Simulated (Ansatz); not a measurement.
# ZnS: equilibrium volume by level of theory

```xyz
8
Lattice="3.8227 0.0000 0.0000 -1.9114 3.3106 0.0000 0.0000 0.0000 12.5200" Properties=species:S:1:pos:R:3 pbc="T T T"
Zn    1.9114    1.1035    9.3900
Zn    0.0000    2.2070    3.1300
Zn    0.0000    0.0000    6.2600
Zn    0.0000    0.0000    0.0000
S     1.9114    1.1035   11.7375
S     0.0000    2.2070    5.4775
S     0.0000    0.0000    8.6075
S     0.0000    0.0000    2.3475
```

| rung | level | program and potentials | cutoff (eV) | k mesh | core time | chip | equilibrium volume (Å³/atom) | notes |
| --- | --- | --- | --- | --- | --- | --- | --- | --- |
| GGA | revPBE | Ansatz, Ansatz PAW | 420 | 8 × 8 × 3 | 28 s | Intel Xeon 6975P-C Granite Rapids | 20.73 | potentials made for PBE, which Ansatz adapts in part |
| GGA + dispersion | BLYP+D3(BJ) | Ansatz, Ansatz PAW | 420 | 8 × 8 × 3 | 51 s | Intel Xeon | 19.53 | potentials made for PBE, which Ansatz adapts in part |
| GGA | PBE | Ansatz, Ansatz PAW | 420 | 8 × 8 × 3 | 56 s | Arm Neoverse V1 | 20.17 | - |
| GGA + dispersion | PBEsol+D3(BJ) | Ansatz, Ansatz PAW | 420 | 8 × 8 × 3 | 56 s | Intel Xeon Platinum 8488C Sapphire Rapids | 18.69 | potentials made for PBE, which Ansatz adapts in part |
| LDA | LDA | Ansatz, Ansatz PAW | 420 | 8 × 8 × 3 | 58 s | Arm Neoverse V1 | 18.58 | potentials made for PBE, which Ansatz adapts in part |
| GGA | RPBE | Ansatz, Ansatz PAW | 420 | 8 × 8 × 3 | 71 s | Intel Xeon | 20.94 | potentials made for PBE, which Ansatz adapts in part |
| GGA + dispersion | revPBE+D4 | Ansatz, Ansatz PAW | 420 | 8 × 8 × 3 | 74 s | Intel Xeon | 19.23 | potentials made for PBE, which Ansatz adapts in part |
| GGA + dispersion | PBE+D3(BJ) | Ansatz, Ansatz PAW | 420 | 8 × 8 × 3 | 79 s | Intel Xeon | 19.42 | - |
| GGA + dispersion | RPBE+D3(BJ) | Ansatz, Ansatz PAW | 420 | 8 × 8 × 3 | 81 s | Intel Xeon | 18.13 | potentials made for PBE, which Ansatz adapts in part |
| meta-GGA | r2SCAN | Ansatz, Ansatz PAW | 500 | 8 × 8 × 3 | 81 s | Arm Neoverse V2 | 19.57 | potentials made for PBE, which Ansatz adapts in part |
| GGA | BLYP | Ansatz, Ansatz PAW | 420 | 8 × 8 × 3 | 98 s | Intel Xeon | 21.29 | potentials made for PBE, which Ansatz adapts in part |
| GGA + dispersion | PBEsol+D4 | Ansatz, Ansatz PAW | 420 | 8 × 8 × 3 | 1.8 min | Intel Xeon | 18.87 | potentials made for PBE, which Ansatz adapts in part |
| GGA | rPW86-PBE | Ansatz, Ansatz PAW | 420 | 8 × 8 × 3 | 1.9 min | Intel Xeon Skylake/Cascade Lake | 20.90 | potentials made for PBE, which Ansatz adapts in part |

Times are single runs on shared hosts and different chips, so they are rough; meshes, cutoffs and the tasks' sizes weigh on the time. Task: relaxation of cell and atoms. All rows: no spin polarisation. Meshes are those of the run's cell of 8 atoms unless a note names another. Relaxations start from the cell shown or near it and stop with a little pressure left. Runs on faulty files, with rough fits or with known faults for this quantity aren't shown. No row holds spin-orbit coupling.

By rung: LDA 18.58; GGA 20.17 to 21.29; GGA + dispersion 18.13 to 19.53; meta-GGA 19.57 (Å³/atom).

The plain GGAs all give a larger cell than LDA, and every functional listed both with and without dispersion contracts when the correction is added. LDA overbinds the polar covalent Zn-S network. Gradient-corrected exchange favours inhomogeneous density and so weakens the bonds, most visibly in BLYP at 21.29 Å³/atom.

The contraction is far from uniform. RPBE goes from one of the largest volumes to the smallest in the set, 18.13 Å³/atom, below even LDA and well below the known volume of ZnS. Pairwise dispersion terms are tuned largely to molecular complexes, and here they probably overestimate the attraction in a dense solid, where the cationic Zn is much less polarisable than the neutral atom.

r2SCAN and BLYP+D3(BJ) both land close to experiment, but for BLYP this reflects a large expansion offset by a large correction, so it is weak evidence for the underlying description of the bond. Nor does a good volume establish the energy order of the ZnS polytypes, which depends on much subtler differences in stacking.
